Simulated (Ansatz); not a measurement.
Crystal: Eu2O3.

```xyz
5
Lattice="3.7883 0.0000 0.0000 -1.8941 3.2808 0.0000 0.0000 0.0000 5.8208" Properties=species:S:1:pos:R:3 pbc="T T T"
Eu    0.0000    2.1872    1.4112
Eu    1.8941    1.0936    4.4096
O     0.0000    2.1872    3.7900
O     1.8941    1.0936    2.0309
O     0.0000    0.0000    0.0000
```

Measurements of this composition are mostly on another form, of space group No. 206.

Base run:

```yaml
Program: Ansatz 0.2.0
Functional: PBEsol
Potentials_or_basis: Ansatz PAW
Cutoff: "420 eV (not typed: the program's choice for these potentials)"
k_mesh: 7 × 7 × 4
Occupations: fermi-dirac, width 0.05 eV
Spin: collinear spin, ferromagnetic start
Starting_moments: "[10.5, 10.5, 0.0, 0.0, 0.0] μB"
Fixed_moment: 21 μB
```

Its results: pressure 32.8 GPa; site moments Eu +6.84; O +1.38, +1.66 μB; largest force 2.534 eV/Å.

Task: After a change of settings the same cell gave: pressure -7.1 GPa; site moments Eu +3.57; O -0.11, -0.14 μB; largest force 0.460 eV/Å. Which change was it?
A. fixed moment from 21 μB to 7 μB; moments at the start from [10.5, 10.5, 0.0, 0.0, 0.0] to [3.5, 3.5, 0.0, 0.0, 0.0]
B. fixed moment from 21 μB to 14 μB; moments at the start from [10.5, 10.5, 0.0, 0.0, 0.0] to [7.0, 7.0, 0.0, 0.0, 0.0]
C. fixed moment from 21 μB to 28 μB; moments at the start from [10.5, 10.5, 0.0, 0.0, 0.0] to [14.0, 14.0, 0.0, 0.0, 0.0]
D. fixed moment from 21 μB to 10.5 μB; moments at the start from [10.5, 10.5, 0.0, 0.0, 0.0] to [5.25, 5.25, 0.0, 0.0, 0.0]

Result: A.

Caveats: the total moment is fixed, so each spin has its own Fermi level; the PAW data sets come from PBE, with cores solved anew for the run's functional, which leaves a small shift of forces and pressure; the thresholds are loose for stress; a pressure of tens of GPa on the cell as given is suspect, and the run, the potentials or the cell itself is likely at fault (some runs); forces of over 1 eV/Å show positions far from the minimum, so gaps and moduli don't describe the material at rest (some runs).
